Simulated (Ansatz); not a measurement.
Reaction (hydrogenolysis of a C–S bond): `CC(C)CCS` + H₂ → `CCC(C)C` + H₂S

Program: Ansatz. Geometries: PBE0-D4/def2-TZVP. ΔE: electronic, gas phase. CCSD(T)/CBS is the MP2 limit (def2-TZVPP, def2-QZVPP) plus CCSD(T) − MP2 in def2-TZVPP, frozen cores. This one scheme is used for every species. Each species was taken in one conformer, which may not be the lowest.

`CC(C)CCS`:

Cartesian coordinates in Å:
```
C 0.590 -1.738 0.894
C -0.170 -0.629 0.183
C -0.501 -1.031 -1.246
C 0.627 0.670 0.244
C -0.034 1.891 -0.372
S -1.643 2.339 0.337
H 0.015 -2.666 0.907
H 1.541 -1.944 0.392
H 0.813 -1.468 1.930
H -1.114 -0.462 0.714
H -1.028 -1.989 -1.267
H -1.143 -0.299 -1.742
H 0.411 -1.141 -1.843
H 1.589 0.520 -0.265
H 0.868 0.890 1.290
H 0.629 2.756 -0.311
H -0.245 1.733 -1.432
H -1.205 2.569 1.586
```

H₂:

Z-matrix (Å, degrees):
```
H
H 1 0.746
```

`CCC(C)C`:

Cartesian coordinates in Å:
```
C -1.592 -0.200 1.316
C -0.672 0.659 0.466
C 0.150 -0.112 -0.564
C 0.914 0.850 -1.462
C 1.103 -1.106 0.085
H -1.036 -0.899 1.944
H -2.204 0.416 1.980
H -2.272 -0.785 0.690
H 0.015 1.219 1.114
H -1.269 1.411 -0.061
H -0.553 -0.677 -1.192
H 1.478 0.316 -2.231
H 1.628 1.439 -0.877
H 0.240 1.549 -1.963
H 0.575 -1.856 0.678
H 1.805 -0.589 0.747
H 1.690 -1.636 -0.670
```

H₂S:

Cartesian coordinates in Å:
```
S 0.022 -0.592 -0.179
H -0.124 0.571 -0.831
H 0.102 0.022 1.010
```

```
             level  ΔE (kJ/mol)
    MP2/def2-TZVPP        -62.9
CCSD(T)/def2-TZVPP        -70.0
```

**Question.** What does CCSD(T)/CBS give? (Best estimate.)

**Answer.** Computed: -67.2 kJ/mol. The listed levels differ from it by 4.3, -2.8 kJ/mol.

Largest T1 diagnostic among the species: 0.009.

From PBE to PBE0 (25 % exact exchange), in def2-TZVPP and without D4, ΔE moves by −4.0 kJ/mol. Leaving LDA and LC-ωPBE aside and taking each functional with its dispersion term where it has one, the values, not all of them listed here, spread over 18.3 kJ/mol, from B2PLYP to revPBE-D4. LDA lies +7.5 kJ/mol from PBE without D4. In def2-TZVPP, CCSD(T) changes the Hartree–Fock value by +24.3 kJ/mol (the triples alone add +6.2 kJ/mol) and MP2 by +31.4 kJ/mol.

CCSD(T)/CBS has its own doubt, a few kJ/mol and more with outer-core shells, so smaller differences from it don't rank the levels.
